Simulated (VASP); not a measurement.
# Al in VASP: notebook, part 2 of 2

VASP 6.6.1. Earlier steps stand in the parts before.

### 5 Single point, PBEsol

This run uses another cell than the first one, of 16.57 Å³/atom, 0.962 times its volume.

INCAR

```
ALGO     = Fast           # electronic algorithm
EDIFF    = 1E-6           # SCF threshold, eV
ENCUT    = 520            # plane-wave cutoff, eV
GGA      = PS             # functional
ISIF     = 2              # what is computed and relaxed
ISMEAR   = 0              # smearing method
LASPH    = True           # aspherical terms in the spheres
LCHARG   = False          # write CHGCAR
LREAL    = False          # projectors in reciprocal space
LWAVE    = False          # write WAVECAR
NBANDS   = 8              # bands
NELM     = 100            # most SCF steps
PREC     = Accurate       # precision mode
SIGMA    = 0.1            # smearing width, eV
```

KPOINTS

```
k-points
0
Gamma
  24 24 24
```

POSCAR

```
Al
1.0
   -1.6060893637      1.6060893637      1.6060893637
    1.6060893637     -1.6060893637      1.6060893637
    1.6060893637      1.6060893637     -1.6060893637
Al
1
Direct
    0.0000000000      0.0000000000      0.0000000000
```

Potentials or basis: VASP PAW PBE potentials, release 64 (Al).

Command:

```
$ cat potpaw_PBE.64/Al/POTCAR > POTCAR
$ mpirun -np 1 vasp_std > vasp.out
```

OUTCAR:

```text
EDIFF = 1E-6
   ENCUT = 520
   GGA = PS
   ISIF = 2
   ISMEAR = 0
   LASPH = True
   LREAL = False
   NELM = 100
   PREC = Accurate

 ion  position               nearest neighbor table
   1  0.000  0.000  0.000-

  LATTYP: Found a body centered cubic cell.
 ALAT       =     3.2121787274

  Lattice vectors:

 A1 = (  -1.6060893637,   1.6060893637,   1.6060893637)
 A2 = (   1.6060893637,  -1.6060893637,   1.6060893637)
 A3 = (   1.6060893637,   1.6060893637,  -1.6060893637)

Analysis of symmetry for initial positions (statically):
=====================================================================
 Subroutine PRICEL returns:
 Original cell was already a primitive cell.

 Routine SETGRP: Setting up the symmetry group for a
 body centered cubic supercell.

 Subroutine GETGRP returns: Found 48 space group operations
 (whereof 48 operations were pure point group operations)
 out of a pool of 48 trial point group operations.

The static configuration has the point symmetry O_h .

Analysis of symmetry for dynamics (positions and initial velocities):
=====================================================================
 Subroutine PRICEL returns:
 Original cell was already a primitive cell.

 Routine SETGRP: Setting up the symmetry group for a
 body centered cubic supercell.

 Subroutine GETGRP returns: Found 48 space group operations
 (whereof 48 operations were pure point group operations)
 out of a pool of 48 trial point group operations.

The dynamic configuration has the point symmetry O_h .

 Subroutine INISYM returns: Found 48 space group operations
 (whereof 48 operations are pure point group operations),
 and found     1 'primitive' translations

----------------------------------------------------------------------------------------

                                     Primitive cell

  volume of cell :      16.5718

  direct lattice vectors                    reciprocal lattice vectors
    -1.606089364  1.606089364  1.606089364     0.000000000  0.311315180  0.311315180
     1.606089364 -1.606089364  1.606089364     0.311315180  0.000000000  0.311315180
     1.606089364  1.606089364 -1.606089364     0.311315180  0.311315180  0.000000000

  length of vectors
     2.781828379  2.781828379  2.781828379     0.440266150  0.440266150  0.440266150

  position of ions in fractional coordinates (direct lattice)
     0.000000000  0.000000000  0.000000000

  ion indices of the primitive-cell ions
   primitive index   ion index
                 1           1

----------------------------------------------------------------------------------------

 KPOINTS: k-points

Automatic generation of k-mesh.
 Grid dimensions read from file:
 generate k-points for:   24   24   24

 Generating k-lattice:

  Cartesian coordinates                     Fractional coordinates (reciprocal lattice)
     0.000000000  0.012971466  0.012971466     0.041666667  0.000000000  0.000000000
     0.012971466  0.000000000  0.012971466     0.000000000  0.041666667  0.000000000
     0.012971466  0.012971466  0.000000000     0.000000000  0.000000000  0.041666667

  Length of vectors
     0.018344423  0.018344423  0.018344423

  Shift w.r.t. Gamma in fractional coordinates (k-lattice)
     0.000000000  0.000000000  0.000000000

 Subroutine IBZKPT returns following result:
 ===========================================

 Found    413 irreducible k-points:

 Following reciprocal coordinates:
            Coordinates               Weight
  0.000000  0.000000  0.000000      1.000000
  0.041667  0.000000  0.000000     12.000000
  0.083333  0.000000  0.000000     12.000000
  0.125000  0.000000  0.000000     12.000000
  0.166667  0.000000  0.000000     12.000000
  0.208333  0.000000  0.000000     12.000000
[... 16 lines left out ...]
  0.416667  0.041667  0.000000     48.000000
  0.458333  0.041667  0.000000     48.000000
 [... further k-points ...]
   k-points           NKPTS =    413   k-points in BZ     NKDIM =    413   number of bands    NBANDS=      8
   number of dos      NEDOS =    301   number of ions     NIONS =      1
   total plane-waves  NPLWV =  13824
   dimension x,y,z NGX =    24 NGY =   24 NGZ =   24
   dimension x,y,z NGXF=    48 NGYF=   48 NGZF=   48
   ions per type =               1
   NGX,Y,Z   is equivalent  to a cutoff of  14.34, 14.34, 14.34 a.u.
   NGXF,Y,Z  is equivalent  to a cutoff of  28.69, 28.69, 28.69 a.u.
 SYSTEM =  unknown system
   PREC   = accura    normal or accurate (medium, high low for compatibility)
   ISTART =      0    job   : 0-new  1-cont  2-samecut
   ICHARG =      2    charge: 1-file 2-atom 10-const
   ISPIN  =      1    spin polarized calculation?
   LNONCOLLINEAR =      F non collinear calculations
   LSORBIT =      F    spin-orbit coupling
   LASPH  =      T    aspherical Exc in radial PAW
   ENCUT  =  520.0 eV  38.22 Ry    6.18 a.u.   5.17  5.17  5.17*2*pi/ulx,y,z
   NELM   =    100;   NELMIN=  2; NELMDL= -5     # of ELM steps
   EDIFF  = 0.1E-05   stopping-criterion for ELM
   LREAL  =      F    real-space projection
   EDIFFG = 0.1E-04   stopping-criterion for IOM
   NSW    =      0    number of steps for IOM
   IBRION =     -1    ionic relax: 0-MD 1-quasi-New 2-CG
   NFREE  =      0    steps in history (QN), initial steepest desc. (CG)
   ISIF   =      2    stress and relaxation
   ISYM   =      2    0-nonsym 1-usesym 2-fastsym
   POTIM  = 0.5000    time-step for ionic-motion
   TEBEG  =    0.0;   TEEND  =   0.0 temperature during run
   PSTRESS=    0.0 pullay stress
   NELECT =       3.0000    total number of electrons
   NUPDOWN=      -1.0000    fix difference up-down
   EMIN   =  10.00;   EMAX   =-10.00  energy-range for DOS
   EFERMI =   0.00;   METHOD = LEGACY
   ISMEAR =     0;   SIGMA  =   0.10  broadening in eV -4-tet -1-fermi 0-gaus
   EFERMI_NEDOS =   21; number of points for ismear=-14 and -15
   IALGO  =     68    algorithm
   IMIX   =      4    mixing-type and parameters
     AMIX     =   0.40;   BMIX     =  1.00
     AMIX_MAG =   1.60;   BMIX_MAG =  1.00
  volume/ion in A,a.u.               =      16.57       111.83
  Fermi-wavevector in a.u.,A,eV,Ry     =   0.926102  1.750079 11.669243  0.857665
  Thomas-Fermi vector in A             =   2.052028
   LORBIT       =      0    0 simple, 1 ext, 2 COOP (PROOUT), +10 PAW based schemes
   GGA     = PS    functional components
   LHFCALC =     F    Hartree Fock is set to
   AEXX    =    0.0000 exact exchange contribution
   IVDW    =     0    specifies the selected vdW correction
   LEPSILON=     F    determine dielectric tensor
   LRPA    =     F    only Hartree local field effects (RPA)
 non-spin polarized calculation
 RMM-DIIS sequential band-by-band and
 Gauss-broadening in eV      SIGMA  =   0.10
  energy-cutoff  :      520.00
  volume of cell :       16.57
 maximum number of plane-waves:       468
 NGX is ok and might be reduce to    24

 number of electron       3.0000000 magnetization

 Free energy of the ion-electron system (eV)
  ---------------------------------------------------
  ext. energy  EPLUGINS =         0.00000000
  ---------------------------------------------------
  free energy    TOTEN  =        -3.99528363 eV

  energy without entropy =       -3.99348320  energy(sigma->0) =       -3.99438341

 E-fermi :   7.8926     XC(G=0): -10.2449

 val. band max:        7.8800129543   @ k =   0.3333   0.2500   0.0833
 cond. band min:       7.9122705087   @ k =  -0.3750   0.4167   0.1667
 fundamental gap:      0.0322575545
 Fermi energy:         7.8926396190

 k-point     1 :       0.0000    0.0000    0.0000
  band No.  band energies     occupation
      1      -3.1904      2.00000
      2      21.1216      0.00000
      3      21.1216      0.00000
      4      21.1216      0.00000
      5      22.5209      0.00000
      6      22.5209      0.00000
      7      22.5209      0.00000
      8      24.1575      0.00000
[... 243 lines left out ...]
 k-point    24 :       0.4583    0.0417    0.0000
  band No.  band energies     occupation
      1       3.2601      2.00000
      2       4.4894      2.00000
      3      15.1738      0.00000
      4      16.2267      0.00000
      5      18.2421      0.00000
      6      19.7997      0.00000
      7      28.1568      0.00000
      8      29.4086      0.00000

 [... further k-points ...]
[... 5 lines left out ...]
  --------------------------------------------------------------------------------------
  -------------------------------------------------------------------------------------
  Total        0.0087900      0.0087900      0.0087900     -0.0000000     -0.0000000     -0.0000000
  in kB        0.8498309      0.8498309      0.8498309     -0.0000000     -0.0000000     -0.0000000
  external PRESSURE =       0.8498309 kB  Pullay stress =       0.0000000 kB

 VOLUME and BASIS-vectors are now :
 -----------------------------------------------------------------------------
  energy-cutoff  :      520.00
  volume of cell :       16.57
      direct lattice vectors                 reciprocal lattice vectors
    -1.606089364  1.606089364  1.606089364     0.000000000  0.311315180  0.311315180
     1.606089364 -1.606089364  1.606089364     0.311315180  0.000000000  0.311315180
     1.606089364  1.606089364 -1.606089364     0.311315180  0.311315180  0.000000000

 POSITION                                       TOTAL-FORCE (eV/Angst)
 -----------------------------------------------------------------------------------
      0.00000      0.00000      0.00000        -0.000000      0.000000      0.000000
 -----------------------------------------------------------------------------------
    total drift:                                0.000000      0.000000      0.000000

  FREE ENERGIE OF THE ION-ELECTRON SYSTEM (eV)
  ---------------------------------------------------
  free  energy   TOTEN  =        -3.9952836295 eV

  energy  without entropy=       -3.9934831997  energy(sigma->0) =       -3.99438341
```

Wall time 13 s (1 thread of Intel Xeon 6975P-C (Granite Rapids), shared host); peak memory 0.16 GiB.

What came out:

| Property | Result |
| --- | --- |
| Free energy | -3.9953 eV |
| Pressure | 0.1 GPa |
| Band gap on the k mesh | none (metal or under the smearing width) |

Levels at points of the mesh, in eV from the Fermi level:
| k point | band 1 | band 2 | band 3 | band 4 | band 5 | band 6 |
| --- | --- | --- | --- | --- | --- | --- |
| (0.00, 0.00, 0.00) | -11.08 | 13.23 | 13.23 | 13.23 | 14.63 | 14.63 |
| (0.50, 0.00, 0.00) | -4.29 | -3.84 | 8.13 | 8.26 | 9.95 | 11.39 |
| (0.50, 0.50, 0.50) | 1.87 | 1.87 | 1.87 | 2.99 | 2.99 | 5.55 |

Caveat: the PAW data sets were made with another functional, which shifts forces and pressure a little.

### 6 Relaxation of cell and atoms, PBEsol

This run uses another cell than the first one, of 16.12 Å³/atom, 0.936 times its volume.

INCAR

```
SYSTEM = Al
ALGO = Fast
EDIFF = 1E-6
EDIFFG = -0.01
ENCUT = 600
GGA = PS
IBRION = 2
ISIF = 3
ISMEAR = 0
LASPH = .True.
LCHARG = .False.
LREAL = .False.
LWAVE = .False.
NELM = 100
NSW = 100
PREC = Accurate
SIGMA = 0.1
```

KPOINTS

```
k-points
0
Gamma
  24 24 24
  0 0 0
```

POSCAR

```
Al
1.0
   -1.5912186900      1.5912186900      1.5912186900
    1.5912186900     -1.5912186900      1.5912186900
    1.5912186900      1.5912186900     -1.5912186900
Al
1
Direct
    0.0000000000      0.0000000000      0.0000000000
```

Potentials or basis: VASP PAW PBE potentials, release 64 (Al).

Command:

```
$ cat potpaw_PBE.64/Al/POTCAR > POTCAR
$ mpirun -np 1 vasp_std > vasp.out
```

OUTCAR:

```text
SYSTEM = Al
   EDIFF = 1E-6
   EDIFFG = -0.01
   ENCUT = 600
   GGA = PS
   IBRION = 2
   ISIF = 3
   ISMEAR = 0
   LASPH = .True.
   LREAL = .False.
   NELM = 100
   NSW = 100
   PREC = Accurate

 ion  position               nearest neighbor table
   1  0.000  0.000  0.000-

  LATTYP: Found a body centered cubic cell.
 ALAT       =     3.1824373800

  Lattice vectors:

 A1 = (  -1.5912186900,   1.5912186900,   1.5912186900)
 A2 = (   1.5912186900,  -1.5912186900,   1.5912186900)
 A3 = (   1.5912186900,   1.5912186900,  -1.5912186900)

Analysis of symmetry for initial positions (statically):
=====================================================================
[... 248 lines left out ...]
  ext. energy  EPLUGINS =         0.00000000
  ---------------------------------------------------
  free energy    TOTEN  =        -3.99532820 eV

  energy without entropy =       -3.99352453  energy(sigma->0) =       -3.99442637

 E-fermi :   7.8813     XC(G=0): -10.2410

 val. band max:        7.8682050424   @ k =   0.3333   0.2500   0.0833
 cond. band min:       7.9012272276   @ k =  -0.3750   0.4167   0.1667
 fundamental gap:      0.0330221852
 Fermi energy:         7.8812725157

 k-point     1 :       0.0000    0.0000    0.0000
  band No.  band energies     occupation
      1      -3.1942      2.00000
      2      21.1046      0.00000
      3      21.1046      0.00000
      4      21.1046      0.00000
      5      22.4946      0.00000
[... 177 lines left out ...]
 k-point    24 :       0.4583    0.0417    0.0000
  band No.  band energies     occupation
      1       3.2524      2.00000
      2       4.4801      2.00000
      3      15.1582      0.00000
      4      16.2099      0.00000
      5      18.2242      0.00000

 [... further k-points ...]
[... 5 lines left out ...]
  --------------------------------------------------------------------------------------
  -------------------------------------------------------------------------------------
  Total        0.0005163      0.0005163      0.0005163      0.0000000      0.0000000     -0.0000000
  in kB        0.0498635      0.0498635      0.0498635      0.0000000      0.0000000     -0.0000000
  external PRESSURE =       0.0498635 kB  Pullay stress =       0.0000000 kB
[... 16 lines left out ...]
  FREE ENERGIE OF THE ION-ELECTRON SYSTEM (eV)
  ---------------------------------------------------
  free  energy   TOTEN  =        -3.9953281959 eV

  energy  without entropy=       -3.9935245346  energy(sigma->0) =       -3.99442637

 reached required accuracy - stopping structural energy minimisation
```

CONTCAR:

```text
Al
   1.00000000000000
    -1.6066458880528793    1.6066458880528793    1.6066458880528793
     1.6066458880528793   -1.6066458880528793    1.6066458880528793
     1.6066458880528793    1.6066458880528793   -1.6066458880528793
  Al
     1
Direct
     0.0000000000000000    0.0000000000000000    0.0000000000000000

  0.00000000E+00  0.00000000E+00  0.00000000E+00
```

It took 17 s on 1 thread of Intel Xeon 6975P-C (Granite Rapids), shared host; peak memory 0.17 GiB.

Results:

| Property | Result |
| --- | --- |
| Free energy | -3.9953 eV |
| Relaxed volume | 16.59 Å³/atom |
| Relaxed cell | a = 2.783 Å, b = 2.783 Å, c = 2.783 Å, α = 109.47°, β = 109.47°, γ = 109.47° |
| Space group after relaxing (to 0.05 Å) | Im-3m (No. 229) |
| Energy gained by relaxing | 3.3 meV/atom |
| Ionic steps | 3 |
| Pressure after relaxing | 0.0 GPa |
| Band gap on the k mesh | none (metal or under the smearing width) |

The path:
| step | energy change (eV) | largest force (eV/Å) | pressure (GPa) | volume (Å³) |
| --- | --- | --- | --- | --- |
| 1 | 0.0000 | 0.0000 | 2.29 | 16.12 |
| 2 | -0.0032 | 0.0000 | -0.31 | 16.66 |
| 3 | -0.0033 | 0.0000 | 0.00 | 16.59 |

Final structure:
```xyz
1
Lattice="-1.6066 1.6066 1.6066 1.6066 -1.6066 1.6066 1.6066 1.6066 -1.6066" Properties=species:S:1:pos:R:3 pbc="T T T"
Al    0.0000    0.0000    0.0000
```

Caveat: the PAW data sets were made with another functional, which shifts forces and pressure a little.

### 7 The runs side by side

```csv
task,cell,k mesh,cutoff (eV),mesh quality,gap on the mesh (eV),pressure (GPa),relaxed volume (Å³/atom)
relaxation of cell and atoms,relaxed,9 × 9 × 9,600,not flagged,none,0.1,16.56
single point,"I4/mmm, 16.22 Å³/atom",8 × 8 × 8,520,coarse,none,0.0,-
relaxation of cell and atoms,relaxed,8 × 8 × 8,600,coarse,none,-0.2,16.26
single point,"Im-3m, 16.57 Å³/atom",24 × 24 × 24,520,not flagged,none,0.1,-
relaxation of cell and atoms,relaxed,24 × 24 × 24,600,not flagged,none,0.0,16.59
```

Alike in all rows: level PBEsol; potentials or basis VASP PAW PBE potentials, release 64 (Al); no spin polarisation; smearing gaussian 0.1 eV.

Caveats: some runs use coarse meshes; the PAW data sets were made with another functional, which shifts forces and pressure a little.

Total energies depend on the potentials used, so only differences within one code and one set of settings carry meaning.
